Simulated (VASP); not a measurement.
Input of a VASP 6.6.1 run:

The input INCAR:

```
SYSTEM = AlP
PREC = Accurate ; ENCUT = 520
EDIFF = 1E-6 ; ISMEAR = 0
SIGMA = 0.03 ; LREAL = .FALSE.
LASPH = .TRUE. ; NELM = 80
ALGO = Normal ; ISIF = 2
LWAVE = .FALSE. ; LCHARG = .FALSE.
GGA = PE ; KPAR = 8
```

The input KPOINTS:

```
regular mesh
0
G
  8 8 8
  0 0 0
```

Contents of POSCAR:

```
AlP                                     
1.0
    0.0000000000      2.7357031040      2.7357031040
    2.7357031040      0.0000000000      2.7357031040
    2.7357031040      2.7357031040      0.0000000000
  Al              P             
     1     1
Direct
     0.0000000000000000    0.0000000000000000    0.0000000000000000
     0.2500000000000000    0.2500000000000000    0.2500000000000000
```

Contents of KPOINTS_OPT:

```
explicit points
6
Reciprocal
 0.0000000000  0.0000000000  0.0000000000 1
 0.3750000000  0.3750000000  0.7500000000 1
 0.5000000000  0.5000000000  0.5000000000 1
 0.6250000000  0.2500000000  0.6250000000 1
 0.5000000000  0.2500000000  0.7500000000 1
 0.5000000000  0.0000000000  0.5000000000 1
```

Potentials or basis: VASP PAW PBE potentials, release 64 (Al, P).

The run is started by

```bash
$ cat potpaw_PBE.64/Al/POTCAR potpaw_PBE.64/P/POTCAR > POTCAR
$ mpirun -np 8 vasp_std > vasp.out
```

Question: Estimate the band gap along the path.

Answer: 1.59 eV, indirect (least direct gap 3.25 eV).

Question: Predict the pressure.

Answer: 1.6 GPa.

Question: What does it give for the band gap on the k mesh?

Answer: 1.59 eV, indirect (least direct gap 3.25 eV).

**What was measured.**

From a printed reference work, data compilation, for a bulk crystal of AlP at 4.2 K: band gap 2.505 eV (indirect).

A measured gap of AlP is 2.505 eV (indirect; 4.2 K; a printed reference work, data compilation); the calculated 1.59 eV misses it by -0.91 eV. The value is that of PBE, without temperature or zero-point motion. Semilocal functionals fall short of measured gaps as a rule.
